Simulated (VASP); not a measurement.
Here is a VASP 6.6.1 calculation.

The input INCAR:

```
  PREC = Accurate
  ENCUT = 580
  EDIFF = 1E-7
  ISMEAR = 0
  SIGMA = 0.02
  LREAL = False
  LASPH = True
  NELM = 80
  ALGO = Normal
  ISIF = 3
  LWAVE = False
  LCHARG = False
  GGA = PS
  IBRION = 2
  NSW = 90
  EDIFFG = -0.005
```

The input KPOINTS:

```
Automatic mesh
0
Gamma
  10 10 10
```

The input POSCAR:

```
LiH
1.0
    0.0000000000      2.0086193900      2.0086193900
    2.0086193900      0.0000000000      2.0086193900
    2.0086193900      2.0086193900      0.0000000000
Li H
1 1
Direct
    0.0000000000      0.0000000000      0.0000000000
    0.5000000000      0.5000000000      0.5000000000
```

Potentials or basis: VASP PAW PBE potentials, release 64 (Li, H).

Launch:

```console
$ cat potpaw_PBE.64/Li/POTCAR potpaw_PBE.64/H/POTCAR > POTCAR
$ mpirun -np 1 vasp_std > vasp.out
```

Q: What does it give for the relaxed volume?

A: 7.95 Å³/atom.

Q: Predict the space group after relaxing (to 0.05 Å).

A: Fm-3m (No. 225).

Step by step:
| step | energy change (eV) | largest force (eV/Å) | pressure (GPa) | volume (Å³) |
| --- | --- | --- | --- | --- |
| 1 | 0.0000 | 0.0000 | -0.68 | 16.21 |
| 2 | -0.0003 | 0.0000 | -0.50 | 16.13 |
| 3 | -0.0006 | 0.0000 | 0.00 | 15.91 |

Caveat: the PAW data sets were made with another functional, which shifts forces and pressure a little.
